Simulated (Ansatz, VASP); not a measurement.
Two plane-wave programs on GaN

File INCAR:

```
SYSTEM = GaN
ALGO = Normal
EDIFF = 1E-6
ENCUT = 520
GGA = PS
ISIF = 2
ISMEAR = 0
LASPH = .TRUE.
LCHARG = .FALSE.
LREAL = .FALSE.
LWAVE = .FALSE.
NBANDS = 16
NELM = 80
PREC = Accurate
SIGMA = 0.05
```

File KPOINTS:

```
k-points
0
G
  14 14 14
  0 0 0
```

Contents of POSCAR:

```
GaN
1.0
    0.0000000000      2.2231853296      2.0950712297
    2.0950712297      0.0000000000      2.0950712297
    2.0950712297      2.2231853296      0.0000000000
Ga N
1 1
Direct
   -0.0351249394      0.0351249394     -0.0351249394
    0.5351249394      0.4648750606      0.5351249394
```

Input for Ansatz:

```yaml
crystal:
  lattice:
    - [0.0, 2.2231853296, 2.0950712297]
    - [2.0950712297, 0.0, 2.0950712297]
    - [2.0950712297, 2.2231853296, 0.0]
  atoms:
    - { symbol: Ga, position: [-0.0351249394, 0.0351249394, -0.0351249394] }
    - { symbol: "N", position: [0.5351249394, 0.4648750606, 0.5351249394] }
basis:
  ecutwfc: 420
kpoints:
  mp_grid: { grid: [14, 14, 14] }
hamiltonian:
  xc: pbesol
scf:
  occupations: { method: gaussian, width: 0.05 }
output:
  forces: true
  stress: true
  eigenvalues: true
```

Alike in both runs: task single point; functional PBEsol; k mesh 14 × 14 × 14; occupations gaussian, width 0.05 eV; no spin polarisation.

|  | VASP | Ansatz |
| --- | --- | --- |
| version | VASP 6.6.1 | Ansatz 0.2.0 |
| potentials or method | VASP PAW PBE potentials, release 64 (Ga_d, N) | scalar-relativistic, plane waves, PAW |
| plane-wave cutoff (eV) | 520 | 420 |
| valence electrons in the cell | 18 | 18 |

```tsv
	VASP	Ansatz	Ansatz less VASP
gap on the k mesh at the Fermi level (eV)	0.20	0.21	+0.016
least direct gap on the mesh (eV)	2.19	2.18	-0.010
pressure (GPa)	0.4	0.1	-0.23
largest component of the traceless stress (GPa)	14.34	14.53	+0.193
rms of the force components (eV/Å)	0.362	0.373	+0.0112
```

Atom by atom the forces differ by 0.011 eV/Å (rms over components).

Caveats: the PAW data sets were made with another functional, which shifts forces and pressure a little (VASP).
